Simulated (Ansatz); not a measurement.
MoS₂ (P-6m2) from a database of computed structures: a one-shot G0W0 calculation in Ansatz (G0W0@PBE with 223 empty bands, a screening cutoff of 140 eV and a 6×6×2 mesh). Cell and atoms come from a relaxation with r2SCAN+rVV10.

```yaml
crystal:
  lattice:
    - [3.1710519965, 0.0, 0.0]
    - [-1.5855259982, 2.7462115857, 0.0]
    - [0.0, 0.0, 6.809688909]
  atoms:
    - { symbol: Mo, position: [0.0, 0.0, 0.0] }
    - { symbol: S, position: [0.3333333333, 0.6666666667, 0.2285702679] }
    - { symbol: S, position: [0.3333333333, 0.6666666667, 0.7714297321] }
kpoints:
  mp_grid: { grid: [6, 6, 2] }
hamiltonian:
  xc: pbe
scf:
  occupations: { method: fixed }
gw:
  n_empty_bands: 223
  ecut_chi: 140
  qp_bands: [v2, c2]
  qp_kpoints: band_edges
  screening: { model: contour_deformation }
```

Some lines of the output have been replaced by numbered gaps.
```
Functional definition: PBE
Crystal: 3 atoms, lattice volume = 59.301 Å³
[1]
Bands: 17, of which v1, the nominal top of the filled ones, is band 13 counted from 1 (12 counted from 0)
Symmetry: 12 space group operations
Space group: P-6m2 (ITA 187)
k-points: 14 of 72 (time reversal used)
SCF converged after 7 iterations
Free energy (F): -6762.785911 eV
Fermi energy:    9.099180 eV
--- G₀W₀: contour deformation, 7 samples at zero and on the imaginary axis and 1 off it, 72 q-points, 223 empty bands' worth ---
    ik  band        ε_KS         Σx   Σc(E_QP)       V_xc       Z   E_QP_lin       E_QP  E_QP is
     0    12  [2]
     0    13      8.3326   -18.2444     0.9403   -17.1334  0.7306     8.1613     8.1619  root
     0    14     11.4988   -13.7224    -4.3471   -18.4685  0.7354    11.9013    11.8978  root
     0    15     11.4988   -13.7224    -4.3471   -18.4685  0.7354    11.9013    11.8978  root
     1    12      7.1595   -20.2859     1.4972   -18.6098  0.7323     6.9800     6.9806  root
     1    13      9.0992   -19.5732     0.6221   -18.8485  0.7313     8.9964     8.9966  root
     1    14     11.4524   -13.6567    -4.3540   -18.4091  0.7360    11.8542    11.8508  root
     1    15     11.4524   -13.6567    -4.3540   -18.4091  0.7360    11.8542    11.8508  root
     2    12      7.9985   -18.5207     2.0309   -16.0203  0.7394     7.5244     7.5289  root
     2    13      8.1870   -18.9505     1.0561   -17.7556  0.7273     8.0479     8.0482  root
     2    14     10.8160   -12.9645    -4.1024   -17.3547  0.7374    11.1055    11.1038  root
     2    15     11.3129   -14.0867    -4.2482   -18.6818  0.7236    11.6628    11.6598  root
     3    12      7.3003   -18.0774     2.1121   -15.4931  0.7343     6.8224     6.8282  root
     3    13  [3]
     3    14     11.1928   -13.7306    -4.4820   -18.6457  0.7437    11.6296    11.6259  root
     3    15     11.2980   -14.0441    -4.3451   -18.7424  0.7212    11.6546    11.6512  root
     4    12      7.3930   -19.0190     2.2805   -16.3022  0.7263     6.9520     6.9568  root
     4    13      7.6007   -18.6638     1.2925   -17.2134  0.7236     7.4421     7.4428  root
     4    14     10.8200   -13.7424    -4.3461   -18.4558  0.7309    11.1902    11.1873  root
     4    15     10.9060   -15.3222    -4.3772   -20.1569  0.7248    11.3682    11.3634  root
     6    12  [4]
     6    13      7.8903   -17.9162     1.2766   -16.3742  0.7367     7.6234     7.6249  root
     6    14     10.9537   -16.6054    -4.7124   -21.8766  0.7175    11.5202    11.5123  root
     6    15     11.4025   -15.4682    -4.9130   -20.8465  0.7067    11.8748    11.8677  root
     7    12      7.7329   -18.9490     1.9013   -16.6617  0.7375     7.3438     7.3469  root
     7    13      8.2056   -18.2483     1.2158   -16.7635  0.7409     7.9352     7.9365  root
     7    14     10.9668   -16.6193    -4.7066   -21.8839  0.7174    11.5327    11.5247  root
     7    15     11.5376   -16.0382    -5.0193   -21.5431  0.6993    12.0320    12.0231  root
     8    12      7.8224   -19.7038     1.2219   -18.3851  0.7219     7.7254     7.7256  root
     8    13      7.9320   -18.9800     2.0970   -16.4358  0.7365     7.4806     7.4847  root
     8    14     10.4057   -12.9972    -3.9541   -17.2514  0.7428    10.7075    10.7059  root
     8    15     11.1036   -14.8655    -4.5470   -19.8484  0.7212    11.5444    11.5395  root
     9    12      7.3894   -18.3659     2.2621   -15.6152  0.7327     6.8948     6.9007  root
     9    13      7.9519   -19.8710     1.1936   -18.5783  0.7238     7.8526     7.8528  root
     9    14     10.8480   -14.2217    -4.2320   -18.8468  0.7313    11.2444    11.2411  root
     9    15     11.2320   -13.5847    -4.6534   -18.6965  0.7448    11.6948    11.6904  root
  […]
```

The points are ik 0 = (0, 0, 0) (Γ), ik 1 = (0, 0, -1/2), ik 2 = (0, 1/6, 0), ik 3 = (0, 1/6, -1/2), ik 4 = (0, 1/3, 0), ik 6 = (0, -1/2, 0), ik 7 = (0, -1/2, -1/2), ik 8 = (1/6, 1/6, 0), ik 9 = (1/6, 1/6, -1/2), ik 10 = (1/6, 1/3, 0), ik 11 = (1/6, 1/3, -1/2), ik 12 = (1/3, 1/3, 0); band 13 is the last filled one.

Question: Give the withheld lines. They hold quasiparticle rows, cutoff and plane waves at Γ.

Answer:
```
[1]
Basis set: ecut = 420 eV, 1175 PW (Γ)
[2]
     0    12      7.5472   -18.3186     2.3224   -15.4851  0.7320     7.0295     7.0361  root
[3]
     3    13      8.6072   -19.6092     0.8978   -18.5959  0.7301     8.4915     8.4917  root
[4]
     6    12      7.6847   -18.8687     1.9157   -16.5617  0.7371     7.2902     7.2934  root
```
The trailing digits, and the zero of the energies, depend on the potentials and thresholds.

Over the mesh points the PBE gap of 1.27 eV becomes a quasiparticle gap of 1.71 eV (k = (0, 0, -1/2) to k = (1/6, 1/6, 0)), a change of +0.44 eV. Renormalisation factors Z lie between 0.69 and 0.74. No extrapolation in bands, cutoff or mesh was made for G0W0.

Run as `ansatz run input.yaml --threads 2 --pin off --max-ram 3686MiB --backend cpu --events-out ev --progress --plain --runs-dir out`. Wall time 2.2 min on 2 threads of Arm Neoverse V2, on a shared host, load about 0.5 per core; peak host memory 0.6 GiB.

The values are computed, spin-unpolarised, and not measurements.

Spin-orbit coupling is left out.
